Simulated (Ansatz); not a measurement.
A run of Ansatz 0.2.0 is set up as follows.

File input.yaml:

```yaml
crystal:
  lattice:
    - [2.4719999032, 0.0, 0.0]
    - [-1.2359999516, 2.1408147143, 0.0]
    - [0.0, 0.0, 4.02114408]
  atoms:
    - { symbol: Co, position: [0.6666666667, 0.3333333333, 0.75], spin: 2.0 }
    - { symbol: Co, position: [0.3333333333, 0.6666666667, 0.25], spin: 2.0 }
kpoints:
  mp_grid: { grid: [12, 12, 7] }
scf:
  occupations: { method: gaussian, width: 0.021 }
hamiltonian:
  xc: pbe
  pseudopotentials: { kind: all_electron, lapw: { basis_error: 0.001 } }
magnetization:
  spin_polarized: true
output:
  forces: true
  stress: true
  eigenvalues: true
```

Potentials or basis: all-electron LAPW, scalar-relativistic.

The run is started by

```sh
$ ansatz run input.yaml --threads 2 --pin off --max-ram 6144MiB --backend cpu --events-out ev --progress --plain --runs-dir out
```

(1) Estimate the site moments.

(2) What does it give for the absolute moment?

Answers

(1) Co +1.66 μB.

(2) 3.53 μB per cell.
